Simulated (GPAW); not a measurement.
Runs of GPAW 26.7.0 on Ge. Symmetry: I4_1/amd, No. 141, tetragonal system. The conventional cell has a = 5.149 Å, b = 5.149 Å, c = 2.795 Å, α = 90.00°, β = 90.00°, γ = 90.00°. Ge (site symmetry -4m2) is surrounded by 6 Ge at 2.67 to 2.79 Å. This isn't the form of Ge at room conditions, which is diamond.

| task | level | potentials or basis | cell | band path | band points | eigensolver | optimizer | fmax | pressure (GPa) |
| --- | --- | --- | --- | --- | --- | --- | --- | --- | --- |
| band structure | LDA | the program's PAW data sets (release 1.2.1) made for this functional, pw | as given | GXMGZPNZ1M,XP | 80 | - | - | - | (a) |
| band structure | BLYP | PAW data sets generated in the run's folder for this functional, pw | as given | GXMGZPNZ1M,XP | 80 | davidson | - | - | 9.6 |
| band structure | r2SCAN | GPAW PAW data sets (gpaw-data 1.2.1), pw | as given | GXMGZPNZ1M,XP | 100 | - | - | - | 0.2 |
| relaxation of cell and atoms | BLYP | PAW data sets generated in the run's folder for this functional, pw | relaxed | - | - | davidson | BFGS | 0.02 eV/Å | 0.0 |

Alike in all rows: no spin polarisation; k mesh 11 × 11 × 11; cutoff (eV) 600; smearing fermi-dirac 0.05 eV.

Question: Fill in the values left out.

Answer: (a) -2.5.

Caveats: the PAW data sets were made with another functional, which shifts forces and pressure a little (some runs); later steps reuse the first step's grids (some runs).

Runs at the PBE level aren't shown here.
